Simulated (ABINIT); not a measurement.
The system is HfC.

```
Hf C
1.0
     0.00000    2.32500    2.32500
     2.32500    0.00000    2.32500
     2.32500    2.32500    0.00000
Hf C
1 1
Direct
  0.50000 0.50000 0.50000
  0.00000 0.00000 0.00000
```

```yaml
Program: ABINIT 10.8.3 (patched build)
Task: relaxation of cell and atoms
Functional: PBEsol
Potentials_or_basis: PseudoDojo NC SR PBEsol v0.4.1 standard
Cutoff: 1116 eV
k_mesh: 8 × 8 × 8
Occupations: fermi-dirac, width 0.05 eV
Spin: no spin polarisation
```

At the start: pressure -6.2 GPa; volume 12.57 Å³/atom.

Question: Where does the relaxation end?

Answer: Over 4 steps the energy falls by 6.3 meV/atom and the volume is 12.25 Å³/atom (-2.6 %); space group Fm-3m (No. 225, to 0.05 Å).

The path:
| step | energy change (eV) | largest force (eV/Å) | pressure (GPa) | volume (Å³) |
| --- | --- | --- | --- | --- |
| 1 | 0.0000 | 0.0000 | -6.18 | 25.14 |
| 2 | -0.0117 | 0.0000 | -1.72 | 24.66 |
| 3 | -0.0127 | 0.0000 | 0.06 | 24.49 |
| 4 | -0.0127 | 0.0000 | 0.00 | 24.49 |

Final structure:
```
CELL_PARAMETERS angstrom
0.00000 2.30501 2.30501
2.30501 0.00000 2.30501
2.30501 2.30501 0.00000
ATOMIC_POSITIONS crystal
Hf 0.50000 0.50000 0.50000
C 0.00000 0.00000 0.00000
```
